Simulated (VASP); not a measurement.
# Au (Fm-3m) in VASP: notebook

One crystal, Au, is run at these levels: PBE, LDA; tasks: relaxation of cell and atoms, relaxation of the atoms.

Everything below comes from runs of VASP 6.6.1. Logs are shortened: lines on timing, memory, paths and dates and some standing lists are left out, and cuts for length are marked.

## (1) The crystal as given

It takes space group Fm-3m (No. 225, cubic). Conventional cell: a = 4.070 Å, b = 4.070 Å, c = 4.070 Å, α = 90.00°, β = 90.00°, γ = 90.00°. Au (site symmetry m-3m) has 12 Au at 2.88 Å as nearest neighbours.

## (2) Relaxation of cell and atoms, PBE

INCAR reads:

```
PREC     = Accurate       # precision mode
ENCUT    = 600            # plane-wave cutoff, eV
EDIFF    = 1E-6           # SCF threshold, eV
ISMEAR   = 1              # smearing method
SIGMA    = 0.1            # smearing width, eV
LREAL    = False          # projectors in reciprocal space
LASPH    = True           # aspherical terms in the spheres
NELM     = 80             # most SCF steps
ALGO     = Normal         # electronic algorithm
ISIF     = 3              # what is computed and relaxed
LWAVE    = False          # write WAVECAR
LCHARG   = False          # write CHGCAR
GGA      = PE             # functional
IBRION   = 2              # ionic algorithm
NSW      = 90             # ionic steps
EDIFFG   = -0.01          # ionic threshold
KPAR     = 2
```

KPOINTS reads:

```
regular mesh
0
Gamma
  16 16 16
```

POSCAR reads:

```
Au
1.0
    0.0000000000      2.0350000000      2.0350000000
    2.0350000000      0.0000000000      2.0350000000
    2.0350000000      2.0350000000      0.0000000000
Au
1
Direct
    0.0000000000      0.0000000000      0.0000000000
```

Potentials or basis: VASP PAW PBE potentials, release 64 (Au).

Launch:

```bash
$ cat potpaw_PBE.64/Au/POTCAR > POTCAR
$ mpirun -np 2 vasp_std > vasp.out
```

OUTCAR:

```text
PREC = Accurate
   ENCUT = 600
   EDIFF = 1E-6
   ISMEAR = 1
   LREAL = False
   LASPH = True
   NELM = 80
   ISIF = 3
   GGA = PE
   IBRION = 2
   NSW = 90
   EDIFFG = -0.01

 ion  position               nearest neighbor table
   1  0.000  0.000  0.000-

  LATTYP: Found a face centered cubic cell.
 ALAT       =     4.0700000000

  Lattice vectors:

 A1 = (   0.0000000000,   2.0350000000,   2.0350000000)
 A2 = (   2.0350000000,   0.0000000000,   2.0350000000)
 A3 = (   2.0350000000,   2.0350000000,   0.0000000000)

Analysis of symmetry for initial positions (statically):
=====================================================================
 Subroutine PRICEL returns:
 Original cell was already a primitive cell.

 Routine SETGRP: Setting up the symmetry group for a
 face centered cubic supercell.

 Subroutine GETGRP returns: Found 48 space group operations
 (whereof 48 operations were pure point group operations)
 out of a pool of 48 trial point group operations.

The static configuration has the point symmetry O_h .

Analysis of symmetry for dynamics (positions and initial velocities):
=====================================================================
 Subroutine PRICEL returns:
 Original cell was already a primitive cell.

 Routine SETGRP: Setting up the symmetry group for a
 face centered cubic supercell.

 Subroutine GETGRP returns: Found 48 space group operations
 (whereof 48 operations were pure point group operations)
 out of a pool of 48 trial point group operations.

The dynamic configuration has the point symmetry O_h .

 Subroutine INISYM returns: Found 48 space group operations
 (whereof 48 operations are pure point group operations),
 and found     1 'primitive' translations

----------------------------------------------------------------------------------------

                                     Primitive cell

  volume of cell :      16.8548

  direct lattice vectors                    reciprocal lattice vectors
     0.000000000  2.035000000  2.035000000    -0.245700246  0.245700246  0.245700246
     2.035000000  0.000000000  2.035000000     0.245700246 -0.245700246  0.245700246
     2.035000000  2.035000000  0.000000000     0.245700246  0.245700246 -0.245700246

  length of vectors
[... 94 lines left out ...]
   EFERMI =   0.00;   METHOD = LEGACY
   ISMEAR =     1;   SIGMA  =   0.10  broadening in eV -4-tet -1-fermi 0-gaus
   EFERMI_NEDOS =   21; number of points for ismear=-14 and -15
   IALGO  =     38    algorithm
   IMIX   =      4    mixing-type and parameters
     AMIX     =   0.40;   BMIX     =  1.00
     AMIX_MAG =   1.60;   BMIX_MAG =  1.00
  volume/ion in A,a.u.               =      16.85       113.74
  Fermi-wavevector in a.u.,A,eV,Ry     =   1.420032  2.683470 27.436005  2.016489
  Thomas-Fermi vector in A             =   2.540990
   LORBIT       =      0    0 simple, 1 ext, 2 COOP (PROOUT), +10 PAW based schemes
   GGA     = PE    functional components
   LHFCALC =     F    Hartree Fock is set to
   AEXX    =    0.0000 exact exchange contribution
   IVDW    =     0    specifies the selected vdW correction
   LEPSILON=     F    determine dielectric tensor
   LRPA    =     F    only Hartree local field effects (RPA)
 conjugate gradient relaxation of ions
 non-spin polarized calculation
 Methfessel and Paxton  Order N= 1 SIGMA  =   0.10
  energy-cutoff  :      600.00
  volume of cell :       16.85
 maximum number of plane-waves:       588
   NGX = 11   NGY = 11   NGZ = 11

--------------------------------------- Ionic step        1  -------------------------------------------

 number of electron      10.9999999 magnetization

 Free energy of the ion-electron system (eV)
  ---------------------------------------------------
  ext. energy  EPLUGINS =         0.00000000
  ---------------------------------------------------
  free energy    TOTEN  =        -3.18667967 eV

  energy without entropy =       -3.18655704  energy(sigma->0) =       -3.18663879

------------------------ aborting loop because EDIFF is reached ----------------------------------------

  FORCE on cell =-STRESS in cart. coord.  units (eV):
  Direction    XX          YY          ZZ          XY          YZ          ZX
  --------------------------------------------------------------------------------------
  -------------------------------------------------------------------------------------
  Total        1.1192396      1.1192396      1.1192396     -0.0000000      0.0000000     -0.0000000
  in kB      106.3923547    106.3923547    106.3923547     -0.0000000      0.0000000     -0.0000000
  external PRESSURE =     106.3923547 kB  Pullay stress =       0.0000000 kB
[... 92 lines left out ...]
--------------------------------------- Ionic step        4  -------------------------------------------

 number of electron      11.0000002 magnetization

 Free energy of the ion-electron system (eV)
  ---------------------------------------------------
  ext. energy  EPLUGINS =         0.00000000
  ---------------------------------------------------
  free energy    TOTEN  =        -3.22034551 eV

  energy without entropy =       -3.22028898  energy(sigma->0) =       -3.22032666

 E-fermi :   8.5824     XC(G=0): -12.4089

 val. band max:        8.5772653732   @ k =   0.5000   0.3125   0.1250
 cond. band min:       8.6475182751   @ k =   0.5000   0.1875   0.0625
 fundamental gap:      0.0702529018
 Fermi energy:         8.5823703015

 k-point     1 :       0.0000    0.0000    0.0000
  band No.  band energies     occupation
      1      -0.6856      2.00000
      2       4.2115      2.00000
      3       4.2115      2.00000
      4       4.2115      2.00000
      5       5.5936      2.00000
      6       5.5936      2.00000
      7      23.2150      0.00000
      8      26.9171      0.00000
      9      26.9171      0.00000
[... 265 lines left out ...]
 k-point    24 :      -0.0625    0.0625    0.0000
  band No.  band energies     occupation
      1      -0.3422      2.00000
      2       4.0935      2.00000
      3       4.3147      2.00000
      4       4.3470      2.00000
      5       5.4816      2.00000
      6       5.6177      2.00000
      7      23.5559      0.00000
      8      25.1929      0.00000
      9      26.6296      0.00000

 [... further k-points ...]

------------------------ aborting loop because EDIFF is reached ----------------------------------------

  FORCE on cell =-STRESS in cart. coord.  units (eV):
  Direction    XX          YY          ZZ          XY          YZ          ZX
  --------------------------------------------------------------------------------------
  -------------------------------------------------------------------------------------
  Total       -0.0001360     -0.0001360     -0.0001360      0.0000000     -0.0000000     -0.0000000
  in kB       -0.0121406     -0.0121406     -0.0121406      0.0000000     -0.0000000     -0.0000000
  external PRESSURE =      -0.0121406 kB  Pullay stress =       0.0000000 kB
[... 16 lines left out ...]
  FREE ENERGIE OF THE ION-ELECTRON SYSTEM (eV)
  ---------------------------------------------------
  free  energy   TOTEN  =        -3.2203455066 eV

  energy  without entropy=       -3.2202889769  energy(sigma->0) =       -3.22032666

 reached required accuracy - stopping structural energy minimisation
```

Run time: 14 s. Hardware: 2 MPI ranks of Intel Xeon Platinum 8559C (Emerald Rapids), shared host; peak memory 0.15 GiB.

What came out:

```
Free energy                            : -3.2203 eV
Relaxed volume                         : 17.95 Å³/atom
Relaxed cell                           : a = 2.939 Å, b = 2.939 Å, c = 2.939 Å, α = 60.00°, β = 60.00°, γ = 60.00°
Space group after relaxing (to 0.05 Å) : Fm-3m (No. 225)
Energy gained by relaxing              : 33.7 meV/atom
Ionic steps                            : 4
Pressure after relaxing                : 0.0 GPa
Band gap on the k mesh                 : none (metal or under the smearing width)
```

Step by step:
```
step  energy change (eV)  largest force (eV/Å)  pressure (GPa)  volume (Å³)
   1              0.0000                0.0000           10.64        16.85
   2              0.0292                0.0000           -9.95        19.74
   3             -0.0337                0.0000           -0.17        17.97
   4             -0.0337                0.0000            0.00        17.95
```

Final structure:
```yaml
crystal:
  lattice:
    - [0.00000, 2.07802, 2.07802]
    - [2.07802, 0.00000, 2.07802]
    - [2.07802, 2.07802, 0.00000]
  atoms:
    - { symbol: Au, position: [0.00000, 0.00000, 0.00000] }
```

Spin-orbit coupling is left out, which matters for the levels of Au. Zero-point motion and thermal expansion aren't in these numbers.

## (3) Relaxation of cell and atoms, PBE

This run uses another cell than the first one, of 17.95 Å³/atom, 1.065 times its volume.

Changes to INCAR since step 2:

```diff
@@ -2,3 +2,3 @@
 ENCUT    = 600            # plane-wave cutoff, eV
-EDIFF    = 1E-6           # SCF threshold, eV
+EDIFF    = 1E-7           # SCF threshold, eV
 ISMEAR   = 1              # smearing method
@@ -15,3 +15,3 @@
 NSW      = 90             # ionic steps
-EDIFFG   = -0.01          # ionic threshold
+EDIFFG   = -0.005         # ionic threshold
 KPAR     = 2
```

KPOINTS is that of step 2.

POSCAR reads:

```
Au                                      
1.0
   -0.0000000000      2.0780152710      2.0780152710
    2.0780152710      0.0000000000      2.0780152710
    2.0780152710      2.0780152710     -0.0000000000
  Au            
     1
Direct
     0.0000000000000000    0.0000000000000000    0.0000000000000000
```

Potentials or basis: VASP PAW PBE potentials, release 64 (Au).

Launch:

```bash
$ cat potpaw_PBE.64/Au/POTCAR > POTCAR
$ mpirun -np 2 vasp_std > vasp.out
```

It took 5.1 s on 2 MPI ranks of Intel Xeon Platinum 8559C (Emerald Rapids), shared host; peak memory 0.15 GiB.

The run converged. Its results:

- Free energy: -3.2207 eV
- Pressure after relaxing: 0.0 GPa
- Band gap on the k mesh: none (metal or under the smearing width)

Final structure:
```yaml
crystal:
  lattice:
    - [0.00000, 2.07802, 2.07802]
    - [2.07802, 0.00000, 2.07802]
    - [2.07802, 2.07802, 0.00000]
  atoms:
    - { symbol: Au, position: [0.00000, 0.00000, 0.00000] }
```

Levels at points of the mesh, in eV from the Fermi level:
| k point | band 2 | band 3 | band 4 | band 5 | band 6 | band 7 | band 8 | band 9 |
| --- | --- | --- | --- | --- | --- | --- | --- | --- |
| (0.00, 0.00, 0.00) | -4.37 | -4.37 | -4.37 | -2.99 | -2.99 | 14.63 | 18.33 | 18.33 |
| (0.50, 0.00, 0.00) | -4.40 | -4.40 | -1.89 | -1.89 | -0.67 | 2.85 | 14.07 | 16.79 |
| (0.50, 0.50, 0.00) | -6.26 | -1.94 | -1.60 | -1.60 | 1.22 | 5.42 | 9.91 | 9.91 |

Caveat: the relaxation stopped at its first step, so nothing moved. Spin-orbit coupling is left out, which matters for the levels of Au.

## (4) Relaxation of cell and atoms, LDA

Changes to INCAR since step 3:

```diff
@@ -2,3 +2,3 @@
 ENCUT    = 600            # plane-wave cutoff, eV
-EDIFF    = 1E-7           # SCF threshold, eV
+EDIFF    = 1E-6           # SCF threshold, eV
 ISMEAR   = 1              # smearing method
@@ -12,6 +12,4 @@
 LCHARG   = False          # write CHGCAR
-GGA      = PE             # functional
 IBRION   = 2              # ionic algorithm
 NSW      = 90             # ionic steps
-EDIFFG   = -0.005         # ionic threshold
-KPAR     = 2
+EDIFFG   = -0.01          # ionic threshold
```

KPOINTS is that of step 3.

POSCAR reads:

```
Au
1.0
    0.0000000000      2.0350000000      2.0350000000
    2.0350000000      0.0000000000      2.0350000000
    2.0350000000      2.0350000000      0.0000000000
Au
1
Direct
    0.0000000000      0.0000000000      0.0000000000
```

Potentials or basis: VASP PAW LDA potentials, release 64 (Au).

Launch:

```bash
$ cat potpaw_LDA.64/Au/POTCAR > POTCAR
$ mpirun -np 1 vasp_std > vasp.out
```

OUTCAR:

```text
PREC = Accurate
   ENCUT = 600
   EDIFF = 1E-6
   ISMEAR = 1
   LREAL = False
   LASPH = True
   NELM = 80
   ISIF = 3
   IBRION = 2
   NSW = 90
   EDIFFG = -0.01

 ion  position               nearest neighbor table
   1  0.000  0.000  0.000-

  LATTYP: Found a face centered cubic cell.
 ALAT       =     4.0700000000

  Lattice vectors:

 A1 = (   0.0000000000,   2.0350000000,   2.0350000000)
 A2 = (   2.0350000000,   0.0000000000,   2.0350000000)
 A3 = (   2.0350000000,   2.0350000000,   0.0000000000)

Analysis of symmetry for initial positions (statically):
=====================================================================
 Subroutine PRICEL returns:
 Original cell was already a primitive cell.

 Routine SETGRP: Setting up the symmetry group for a
 face centered cubic supercell.

 Subroutine GETGRP returns: Found 48 space group operations
[... 212 lines left out ...]
      2       5.1491      2.00000
      3       5.1491      2.00000
      4       5.1491      2.00000
      5       6.8249      2.00000
      6       6.8249      2.00000
      7      24.5351      0.00000
      8      28.7725      0.00000
      9      28.7725      0.00000
[... 310 lines left out ...]
--------------------------------------- Ionic step        3  -------------------------------------------

 number of electron      10.9999999 magnetization

 Free energy of the ion-electron system (eV)
  ---------------------------------------------------
  ext. energy  EPLUGINS =         0.00000000
  ---------------------------------------------------
  free energy    TOTEN  =        -4.44484193 eV

  energy without entropy =       -4.44468595  energy(sigma->0) =       -4.44478994

 E-fermi :   9.6722     XC(G=0): -13.1224

 val. band max:        9.5745645281   @ k =   0.5000   0.2500   0.1250
 cond. band min:       9.6920027762   @ k =   0.5000   0.3125   0.1250
 fundamental gap:      0.1174382480
 Fermi energy:         9.6721906187

 k-point     1 :       0.0000    0.0000    0.0000
  band No.  band energies     occupation
      1      -0.4745      2.00000
      2       4.8551      2.00000
      3       4.8551      2.00000
      4       4.8551      2.00000
      5       6.4605      2.00000
      6       6.4605      2.00000
      7      24.1467      0.00000
      8      28.2403      0.00000
      9      28.2403      0.00000
[... 304 lines left out ...]
  FREE ENERGIE OF THE ION-ELECTRON SYSTEM (eV)
  ---------------------------------------------------
  free  energy   TOTEN  =        -4.4448419314 eV

  energy  without entropy=       -4.4446859505  energy(sigma->0) =       -4.44478994

 reached required accuracy - stopping structural energy minimisation
```

OSZICAR:

```text
N       E                     dE             d eps       ncg     rms          rms(c)
DAV:   1     0.495357857548E+02    0.49536E+02   -0.64725E+03  2730   0.124E+03
DAV:   2    -0.430806352467E+01   -0.53844E+02   -0.50635E+02  2708   0.217E+02
[... 20 lines left out ...]
DAV:   1    -0.451771611860E+01   -0.79125E-01   -0.15541E+00  2657   0.142E+01    0.161E+00
DAV:   2    -0.444813070604E+01    0.69585E-01   -0.23106E-01  2630   0.475E+00    0.774E-01
DAV:   3    -0.444488498729E+01    0.32457E-02   -0.14538E-02  2691   0.113E+00    0.536E-01
DAV:   4    -0.444483404362E+01    0.50944E-04   -0.45617E-04  2769   0.176E-01    0.410E-02
DAV:   5    -0.444484086772E+01   -0.68241E-05   -0.11915E-05  3092   0.267E-02    0.246E-03
DAV:   6    -0.444484192722E+01   -0.10595E-05   -0.27597E-07  1591   0.478E-03    0.796E-04
DAV:   7    -0.444484193141E+01   -0.41902E-08   -0.22361E-08  1308   0.132E-03
   3 F= -.44448419E+01 E0= -.44447899E+01  d E =-.170103E-02
```

CONTCAR:

```text
Au
   1.00000000000000
     0.0000000000000000    2.0262129826196547    2.0262129826196547
     2.0262129826196547    0.0000000000000000    2.0262129826196547
     2.0262129826196547    2.0262129826196547    0.0000000000000000
  Au
     1
Direct
     0.0000000000000000    0.0000000000000000    0.0000000000000000

  0.00000000E+00  0.00000000E+00  0.00000000E+00
```

Run time: 27 s. Hardware: 1 thread of AMD EPYC 9R45 (Zen 5), shared host; peak memory 0.13 GiB.

Results:

- Free energy: -4.4448 eV
- Relaxed volume: 16.64 Å³/atom
- Relaxed cell: a = 2.865 Å, b = 2.865 Å, c = 2.865 Å, α = 60.00°, β = 60.00°, γ = 60.00°
- Space group after relaxing (to 0.05 Å): Fm-3m (No. 225)
- Energy gained by relaxing: 1.7 meV/atom
- Ionic steps: 3
- Pressure after relaxing: 0.0 GPa
- Band gap on the k mesh: none (metal or under the smearing width)

Step by step:
```
step  energy change (eV)  largest force (eV/Å)  pressure (GPa)  volume (Å³)
   1              0.0000                0.0000           -2.45        16.85
   2              0.0045                0.0000            5.11        16.23
   3             -0.0017                0.0000           -0.02        16.64
```

Final structure:
```
Au
1.0
     0.00000    2.02621    2.02621
     2.02621    0.00000    2.02621
     2.02621    2.02621    0.00000
Au
1
Direct
  0.00000 0.00000 0.00000
```

Levels at points of the mesh, in eV from the Fermi level:
```tsv
k point	band 2	band 3	band 4	band 5	band 6	band 7	band 8	band 9
(0.00, 0.00, 0.00)	-4.82	-4.82	-4.82	-3.21	-3.21	14.47	18.57	18.57
(0.50, 0.00, 0.00)	-4.85	-4.85	-1.95	-1.95	-1.09	3.21	13.94	17.22
(0.50, 0.50, 0.00)	-6.97	-1.99	-1.62	-1.62	0.92	5.97	10.01	10.01
```

[end of part 1 of 2]
